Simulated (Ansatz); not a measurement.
Br:

```
Br
1.0
     3.36325   -2.32255    0.00000
     3.36325    2.32255    0.00000
     0.00000    0.00000    8.70230
Br
4
Cartesian
  3.3632 0.6266 3.3948
  3.3632 1.6959 7.7459
  3.3632 -0.6266 5.3075
  3.3632 -1.6959 0.9564
```

Base run:

| Quantity | Value |
| --- | --- |
| Program | Ansatz 0.2.0 |
| Functional | PBEsol |
| Potentials or basis | all-electron LAPW, scalar-relativistic |
| Cutoff | 319 eV (chosen from the basis error) |
| Basis error allowed | 0.002 eV/atom |
| k mesh | 7 × 7 × 3 |
| Occupations | fermi-dirac, width 0.05 eV |
| Spin | no spin polarisation |

Its results: band gap on the k mesh 1.85 eV, indirect (least direct gap 1.86 eV); pressure 0.1 GPa; largest force 0.722 eV/Å.

Problem. The run is repeated on the same cell with these changes: potentials or basis from all-electron LAPW, scalar-relativistic to all-electron LAPW, non-relativistic. What comes out?

Solution. Band gap on the k mesh 1.96 eV, indirect (least direct gap 1.98 eV); pressure 0.3 GPa; largest force 0.713 eV/Å.

Caveats: relativity is left out, which matters for the heavier elements (some runs).

A k mesh can miss the band edges.
